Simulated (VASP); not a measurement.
# CuO (Pm-3m) in VASP: further runs, part 2 of 2

VASP 6.6.1. Earlier steps stand in the parts before.

### 8 Elastic constants, r2SCAN

File POSCAR:

```
CuO
1.0
    2.5525506100      0.0000000000      0.0000000000
    0.0000000000      2.5525506100      0.0000000000
    0.0000000000      0.0000000000      2.5525506100
Cu O
1 1
Direct
    0.0000000000      0.0000000000      0.0000000000
    0.5000000000      0.5000000000      0.5000000000
```

File INCAR.step1:

```
SYSTEM = CuO
ALGO     = Normal         ! electronic algorithm
EDIFF    = 1E-8           ! SCF threshold, eV
EDIFFG   = -0.002         ! ionic threshold
ENCUT    = 600            ! plane-wave cutoff, eV
IBRION   = 2              ! ionic algorithm
ISIF     = 3              ! what is computed and relaxed
ISMEAR   = 0              ! smearing method
LASPH    = .True.         ! aspherical terms in the spheres
LCHARG   = .False.        ! write CHGCAR
LMIXTAU  = .True.       
LREAL    = .False.        ! projectors in reciprocal space
LWAVE    = .False.        ! write WAVECAR
METAGGA  = R2SCAN         ! meta-GGA
NELM     = 100            ! most SCF steps
NSW      = 40             ! ionic steps
PREC     = Accurate       ! precision mode
SIGMA    = 0.05           ! smearing width, eV
```

File INCAR.step2:

```
SYSTEM = CuO
ALGO     = Normal         ! electronic algorithm
EDIFF    = 1E-8           ! SCF threshold, eV
ENCUT    = 600            ! plane-wave cutoff, eV
IBRION   = 6              ! ionic algorithm
ISIF     = 3              ! what is computed and relaxed
ISMEAR   = 0              ! smearing method
LASPH    = .True.         ! aspherical terms in the spheres
LCHARG   = .False.        ! write CHGCAR
LMIXTAU  = .True.       
LREAL    = .False.        ! projectors in reciprocal space
LWAVE    = .False.        ! write WAVECAR
METAGGA  = R2SCAN         ! meta-GGA
NELM     = 100            ! most SCF steps
NFREE    = 2            
NSW      = 1              ! ionic steps
POTIM    = 0.015          ! step
PREC     = Accurate       ! precision mode
SIGMA    = 0.05           ! smearing width, eV
```

File KPOINTS:

```
k-points
0
Gamma
  7 7 7
  0 0 0
```

Potentials or basis: VASP PAW PBE potentials, release 64 (Cu, O).

On the command line:

```
cat potpaw_PBE.64/Cu/POTCAR potpaw_PBE.64/O/POTCAR > POTCAR
cp INCAR.step1 INCAR
mpirun -np 1 vasp_std > vasp.out
cp CONTCAR POSCAR
cp INCAR.step2 INCAR
mpirun -np 1 vasp_std > vasp.out
```

OUTCAR:

```text
SYSTEM = CuO
   EDIFF = 1E-8
   ENCUT = 600
   IBRION = 6
   ISIF = 3
   ISMEAR = 0
   LASPH = .True.
   LREAL = .False.
   METAGGA = R2SCAN
   NELM = 100
   NFREE = 2
   NSW = 1
   POTIM = 0.015
   PREC = Accurate

 ion  position               nearest neighbor table
   1  0.000  0.000  0.000-   2 2.25   2 2.25   2 2.25   2 2.25   2 2.25   2 2.25   2 2.25   2 2.25

   2  0.500  0.500  0.500-   1 2.25   1 2.25   1 2.25   1 2.25   1 2.25   1 2.25   1 2.25   1 2.25

  LATTYP: Found a simple cubic cell.
 ALAT       =     2.5986572428

  Lattice vectors:

[... 784 lines left out ...]
          X           Y           Z          XY          YZ          ZX
  --------------------------------------------------------------------------------
  x     0.00000     0.00000     0.00000     0.00000     0.00000     0.00000
  y     0.00000     0.00000     0.00000     0.00000     0.00000     0.00000
  z     0.00000     0.00000     0.00000     0.00000     0.00000     0.00000

 INTERNAL STRAIN TENSOR FOR ION    2 for displacements in x,y,z  (eV/Angst):
          X           Y           Z          XY          YZ          ZX
  --------------------------------------------------------------------------------
  x     0.00000     0.00000     0.00000     0.00000     0.00000     0.00000
  y     0.00000     0.00000     0.00000     0.00000     0.00000     0.00000
  z     0.00000     0.00000     0.00000     0.00000     0.00000     0.00000

 Eigenvectors and eigenvalues of the dynamical matrix
 ----------------------------------------------------

   1 f  =    5.346716 THz    33.594409 2PiTHz  178.347257 cm-1    22.112232 meV
             X         Y         Z           dx          dy          dz
      0.000000  0.000000  0.000000     0.474035   -0.000000   -0.000000
      1.299329  1.299329  1.299329    -0.880506    0.000000    0.000000
[... 21 lines left out ...]
   6 f/i=    0.153999 THz     0.967605 2PiTHz    5.136858 cm-1     0.636889 meV
             X         Y         Z           dx          dy          dz
      0.000000  0.000000  0.000000    -0.817906   -0.326068    0.000000
      1.299329  1.299329  1.299329    -0.440333   -0.175544    0.000000

--------------------------------------------------------------------------------------------------------

 ELASTIC MODULI CONTR FROM IONIC RELAXATION (kBar)
 Direction    XX          YY          ZZ          XY          YZ          ZX
 --------------------------------------------------------------------------------
 XX           0.0000      0.0000      0.0000      0.0000      0.0000      0.0000
 YY           0.0000      0.0000      0.0000      0.0000      0.0000      0.0000
 ZZ           0.0000      0.0000      0.0000      0.0000      0.0000      0.0000
 XY           0.0000      0.0000      0.0000      0.0000      0.0000      0.0000
 YZ           0.0000      0.0000      0.0000      0.0000      0.0000      0.0000
 ZX           0.0000      0.0000      0.0000      0.0000      0.0000      0.0000
 --------------------------------------------------------------------------------

 TOTAL ELASTIC MODULI (kBar)
 Direction    XX          YY          ZZ          XY          YZ          ZX
 --------------------------------------------------------------------------------
 XX        4451.0927    823.9184    823.9184     -0.0000      0.0000      0.0000
 YY         823.9184   4451.0927    823.9184      0.0000      0.0000     -0.0000
 ZZ         823.9184    823.9184   4451.0927      0.0000      0.0000      0.0000
 XY          -0.0000      0.0000      0.0000   -523.9186      0.0000      0.0000
 YZ           0.0000      0.0000      0.0000      0.0000   -523.9186      0.0000
 ZX           0.0000     -0.0000      0.0000      0.0000      0.0000   -523.9186
 --------------------------------------------------------------------------------
```

OSZICAR.step1:

```text
N       E                     dE             d eps       ncg     rms          rms(c)
DAV:   1     0.110200848253E+03    0.11020E+03   -0.96942E+03   500   0.258E+03
DAV:   2    -0.134343814731E+02   -0.12364E+03   -0.11389E+03   492   0.391E+02
DAV:   3    -0.231994405426E+02   -0.97651E+01   -0.92015E+01   568   0.122E+02
[... 41 lines left out ...]
DAV:  10    -0.169473262283E+02   -0.59521E-06   -0.92015E-07   636   0.231E-02    0.671E-04
DAV:  11    -0.169473262535E+02   -0.25229E-07   -0.12209E-07   540   0.643E-03    0.346E-04
DAV:  12    -0.169473262385E+02    0.15019E-07   -0.92834E-09   316   0.169E-03    0.513E-05
DAV:  13    -0.169473262514E+02   -0.12903E-07   -0.24327E-09   240   0.847E-04    0.491E-05
DAV:  14    -0.169473262503E+02    0.10391E-08   -0.24865E-10   240   0.246E-04
   3 F= -.16947326E+02 E0= -.16947180E+02  d E =-.331410E-01
```

Wall time 12 min (1 thread of Intel Xeon Platinum 8259CL at 2.50GHz (Skylake/Cascade Lake), shared host); peak memory 0.19 GiB.

Results:

```yaml
Relaxed_volume: 8.77 Å³/atom
Relaxed_cell: a = 2.599 Å, b = 2.599 Å, c = 2.599 Å, α = 90.00°, β = 90.00°, γ = 90.00°
Space_group_after_relaxing_to_0.05_Å: Pm-3m (No. 221)
Elastic_constants_C11_C12_C44: 445, 82, -52 GPa
Voigt_bulk_modulus: 203 GPa
Highest_phonon_frequency_at_Γ_LO-TO_splitting_left_out: 178 cm⁻¹
```

Step by step:
| step | energy change (eV) | largest force (eV/Å) | pressure (GPa) | volume (Å³) |
| --- | --- | --- | --- | --- |
| 1 | 0.0000 | 0.0000 | 12.24 | 16.63 |
| 2 | -0.0188 | 0.0000 | -6.71 | 18.21 |
| 3 | -0.0331 | 0.0000 | -0.03 | 17.55 |

Final structure:
```yaml
crystal:
  lattice:
    - [2.59866, 0.00000, 0.00000]
    - [0.00000, 2.59866, 0.00000]
    - [0.00000, 0.00000, 2.59866]
  atoms:
    - { symbol: Cu, position: [0.00000, 0.00000, 0.00000] }
    - { symbol: O, position: [0.50000, 0.50000, 0.50000] }
```

Phonon frequencies in cm⁻¹ (negative: imaginary):
```csv
q point,frequencies
"(0.000, 0.000, 0.000)",-5 -5 -5 178 178 178
```

Elastic tensor in Voigt notation (GPa, in the Cartesian axes of the cell as first typed):
```
445  82  82   0   0   0
 82 445  82   0   0   0
 82  82 445   0   0   0
  0   0   0 -52   0   0
  0   0   0   0 -52   0
  0   0   0   0   0 -52
```

Clamped-ion elastic tensor (GPa):
```
445  82  82   0   0   0
 82 445  82   0   0   0
 82  82 445   0   0   0
  0   0   0 -52   0   0
  0   0   0   0 -52   0
  0   0   0   0   0 -52
```

Caveat: the elastic tensor has a negative eigenvalue, so either the cell is unstable as it stands or the mesh is too thin; the PAW data sets were made with another functional, which shifts forces and pressure a little; the run has no spin polarisation, though such a crystal can be magnetic.
